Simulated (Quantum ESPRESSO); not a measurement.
# Al (P6/mmm) in Quantum ESPRESSO: single point with PBE

Aim: the single point of Al with PBE.

Program: Quantum ESPRESSO 7.5. These are calculated values, not measurements. Logs are shortened: lines on timing, memory, paths and dates and some standing lists are left out, and cuts for length are marked.

## Step 1: Starting point

It takes space group P6/mmm (No. 191, hexagonal). Conventional cell: a = 4.492 Å, b = 4.492 Å, c = 2.723 Å, α = 90.00°, β = 90.00°, γ = 120.00°. Al (site symmetry -6m2) is surrounded by 5 Al at 2.59 to 2.72 Å.

The cell was built by a generator and needn't be a form met in nature.

## Step 2: Single point, PBE

The input, run.py:

```python
import numpy as np
from ase.calculators.espresso import Espresso, EspressoProfile
from ase.io import read

atoms = read('Al.xyz')

input_data = {
    'control': {'calculation': 'scf', 'prefix': 'pwscf', 'outdir': './tmp', 'tprnfor': True, 'tstress': True, 'disk_io': 'nowf'},
    'system': {'ecutwfc': 55.0, 'ecutrho': 440.0, 'nbnd': 8, 'occupations': 'smearing', 'smearing': 'fd', 'degauss': 0.00367493},
    'electrons': {'conv_thr': 4e-10, 'electron_maxstep': 120, 'mixing_beta': 0.5},
}
pseudopotentials = {'Al': 'Al.pbe-n-kjpaw_psl.1.0.0.UPF'}
profile = EspressoProfile(command='pw.x', pseudo_dir='pseudo')
dft = Espresso(profile=profile, input_data=input_data, pseudopotentials=pseudopotentials, kpts=(7, 7, 10), koffset=(0, 0, 0))
atoms.calc = dft

print(f'energy {atoms.get_potential_energy():.8f} eV')
print('forces (eV/A)')
print(np.round(atoms.get_forces(), 6))
print('stress (eV/A^3, Voigt)')
print(np.round(atoms.get_stress(), 8))
print(f'Fermi level {dft.get_fermi_level():.4f} eV')
```

The input, Al.xyz:

```xyz
2
Lattice="4.4916000000 0.0000000000 0.0000000000 -2.2458000000 3.8898400000 0.0000000000 0.0000000000 0.0000000000 2.7226000000" Properties=species:S:1:pos:R:3 pbc="T T T"
Al    -0.0000224580      2.5932396328      0.0000000000
Al     2.2458224580      1.2966003672      0.0000000000
```

Potentials or basis: SSSP 1.3 efficiency PBE.

The run is started by

```
$ OMP_NUM_THREADS=1 python run.py
```

The log of the run:

```text
energy -1073.93931741 eV
forces (eV/A)
[[ 0.000299 -0.000173  0.      ]
 [-0.000299  0.000173  0.      ]]
stress (eV/A^3, Voigt)
[-1.246124e-02 -1.246950e-02 -5.614530e-03 -0.000000e+00 -0.000000e+00
 -7.350000e-06]
Fermi level 4.1326 eV
```

espresso.pwi:

```text
&CONTROL
   calculation      = 'scf'
   tstress          = .true.
   tprnfor          = .true.
   outdir           = './tmp'
   prefix           = 'pwscf'
   disk_io          = 'nowf'
   pseudo_dir       = 'pseudo'
/
&SYSTEM
   nbnd             = 8
   ecutwfc          = 55.0
   ecutrho          = 440.0
   occupations      = 'smearing'
   degauss          = 0.00367493
   smearing         = 'fd'
   ntyp             = 1
   nat              = 2
   ibrav            = 0
/
&ELECTRONS
   electron_maxstep = 120
   conv_thr         = 4e-10
   mixing_beta      = 0.5
/
&IONS
/
&CELL
/
&FCP
/
&RISM
/
ATOMIC_SPECIES
Al 26.9815385 Al.pbe-n-kjpaw_psl.1.0.0.UPF

K_POINTS automatic
7 7 10  0 0 0

CELL_PARAMETERS angstrom
4.49160000000000 0.00000000000000 0.00000000000000
-2.24580000000000 3.88984000000000 0.00000000000000
0.00000000000000 0.00000000000000 2.72260000000000

ATOMIC_POSITIONS angstrom
Al -0.0000224580 2.5932396328 0.0000000000  
Al 2.2458224580 1.2966003672 0.0000000000
```

espresso.pwo:

```text
This program is part of the open-source Quantum ESPRESSO suite
     for quantum simulation of materials; please cite
         "P. Giannozzi et al., J. Phys.:Condens. Matter 21 395502 (2009);
         "P. Giannozzi et al., J. Phys.:Condens. Matter 29 465901 (2017);
         "P. Giannozzi et al., J. Chem. Phys. 152 154105 (2020);
     in publications or presentations arising from this work. More details at

Warning: card &CELL ignored
Warning: card &FCP ignored
Warning: card &RISM ignored

     file Al.pbe-n-kjpaw_psl.1.0.0.UPF: wavefunction(s)  3S 3P renormalized
     Message from routine setup:
     using ibrav=0 with symmetry is DISCOURAGED, use correct ibrav instead

     G-vector sticks info
     --------------------
     sticks:   dense  smooth     PW     G-vecs:    dense   smooth      PW
     Sum        2185    1099    337                49979    17707    2917

     Using Slab Decomposition

     bravais-lattice index     =            0
     lattice parameter (alat)  =       8.4879  a.u.
     unit-cell volume          =     321.0061 (a.u.)^3
     number of atoms/cell      =            2
     number of atomic types    =            1
     number of electrons       =         6.00
     number of Kohn-Sham states=            8
     kinetic-energy cutoff     =      55.0000  Ry
     charge density cutoff     =     440.0000  Ry
     scf convergence threshold =      4.0E-10
     mixing beta               =       0.5000
     number of iterations used =            8  plain     mixing
     Exchange-correlation= SLA  PW   PBX  PBC
                           (   1   4   3   4   0   0   0)

     celldm(1)=   8.487894  celldm(2)=   0.000000  celldm(3)=   0.000000
     celldm(4)=   0.000000  celldm(5)=   0.000000  celldm(6)=   0.000000

     crystal axes: (cart. coord. in units of alat)
               a(1) = (   1.000000   0.000000   0.000000 )
               a(2) = (  -0.500000   0.866025   0.000000 )
               a(3) = (   0.000000   0.000000   0.606154 )

     reciprocal axes: (cart. coord. in units 2 pi/alat)
               b(1) = (  1.000000  0.577350 -0.000000 )
               b(2) = (  0.000000  1.154700  0.000000 )
[... 33 lines left out ...]
        k(    5) = (   0.0000000   0.0000000   0.6598986), wk =   0.0081633
        k(    6) = (   0.0000000   0.0000000  -0.8248733), wk =   0.0040816
[... 88 lines left out ...]
        k(   95) = (  -0.2857143   0.4948716  -0.6598986), wk =   0.0326531
        k(   96) = (  -0.2857143   0.4948716   0.8248733), wk =   0.0163265

     Dense  grid:    49979 G-vectors     FFT dimensions: (  60,  60,  36)

     Smooth grid:    17707 G-vectors     FFT dimensions: (  45,  45,  25)

     Initial potential from superposition of free atoms

     starting charge       5.9954, renormalised to       6.0000
     Starting wfcs are    8 randomized atomic wfcs

     Self-consistent Calculation

     iteration #  1     ecut=    55.00 Ry     beta= 0.50
     Davidson diagonalization with overlap
     ethr =  1.00E-02,  avg # of iterations =  6.4

     Threshold (ethr) on eigenvalues was too large:
     Diagonalizing with lowered threshold

     Davidson diagonalization with overlap
     ethr =  2.45E-04,  avg # of iterations =  4.1

     total energy              =     -78.93302264 Ry
     estimated scf accuracy    <       0.01541471 Ry
[... 12 lines left out ...]
     total energy              =     -78.93308418 Ry
     estimated scf accuracy    <       0.00002867 Ry

     iteration #  4     ecut=    55.00 Ry     beta= 0.50
     Davidson diagonalization with overlap
     c_bands:  2 eigenvalues not converged
     ethr =  4.78E-07,  avg # of iterations =  6.0

     total energy              =     -78.93309058 Ry
     estimated scf accuracy    <       0.00000068 Ry

     iteration #  5     ecut=    55.00 Ry     beta= 0.50
     Davidson diagonalization with overlap
     ethr =  1.14E-08,  avg # of iterations =  2.3
[... 18 lines left out ...]
     iteration #  8     ecut=    55.00 Ry     beta= 0.50
     Davidson diagonalization with overlap
     ethr =  2.11E-11,  avg # of iterations =  2.2

     End of self-consistent calculation

          k = 0.0000 0.0000 0.0000 (  2191 PWs)   bands (ev):

    -4.8098   3.2674   3.2676   3.7357   6.3621   6.3623   9.6661  13.7105

          k = 0.0000 0.0000 0.1650 (  2202 PWs)   bands (ev):
[... 375 lines left out ...]
          k =-0.2857 0.4949 0.8249 (  2212 PWs)   bands (ev):

     1.6101   2.2115   2.6052   3.1235   4.5135   6.9491  11.4715  12.2713

     the Fermi energy is     4.1326 ev

!    total energy              =     -78.93309085 Ry
     total all-electron energy =      -971.218654 Ry
     estimated scf accuracy    <          1.3E-11 Ry
     smearing contrib. (-TS)   =      -0.00036287 Ry
     internal energy E=F+TS    =     -78.93272798 Ry

     The total energy is F=E-TS. E is the sum of the following terms:
     one-electron contribution =       3.95049046 Ry
     hartree contribution      =       0.42928616 Ry
     xc contribution           =      -5.00826999 Ry
     ewald contribution        =      -8.92300633 Ry
     one-center paw contrib.   =     -69.38122828 Ry

     convergence has been achieved in   8 iterations

     Forces acting on atoms (cartesian axes, Ry/au):

     atom    1 type  1   force =     0.00001162   -0.00000671    0.00000000
     atom    2 type  1   force =    -0.00001162    0.00000671    0.00000000

     Total force =     0.000019     Total SCF correction =     0.000000

     Computing stress (Cartesian axis) and pressure

          total   stress  (Ry/bohr**3)                   (kbar)     P=       16.31
   0.00013572   0.00000008   0.00000000           19.97        0.01        0.00
   0.00000008   0.00013581   0.00000000            0.01       19.98        0.00
   0.00000000   0.00000000   0.00006115            0.00        0.00        9.00

=------------------------------------------------------------------------------=
   JOB DONE.
=------------------------------------------------------------------------------=
```

Run time: 39 s. Hardware: 1 thread of Arm Neoverse V1, shared host; peak memory 0.23 GiB.

What came out:

- Free energy: -1073.9394 eV
- Pressure: 1.6 GPa
- Band gap on the k mesh: none (metal or under the smearing width)

Levels at points of the mesh, in eV from the Fermi level:
```tsv
k point	band 1	band 2	band 3	band 4	band 5	band 6	band 7	band 8
(0.00, 0.00, 0.00)	-8.94	-0.87	-0.87	-0.40	2.23	2.23	5.53	9.58
(0.00, 0.00, -0.50)	-4.48	-3.64	2.46	2.46	2.82	5.78	5.79	6.62
```

## Step 3: For comparison

An earlier run on the cell as given: functional PBE; potentials or basis SSSP 1.3 efficiency PBE; cutoff 748 eV; density cutoff 5987 eV; k mesh 7 × 7 × 10; occupations fermi-dirac, width 0.05 eV; no spin polarisation.

* Pressure: 1.6 GPa
* Band gap on the k mesh: none (metal or under the smearing width)
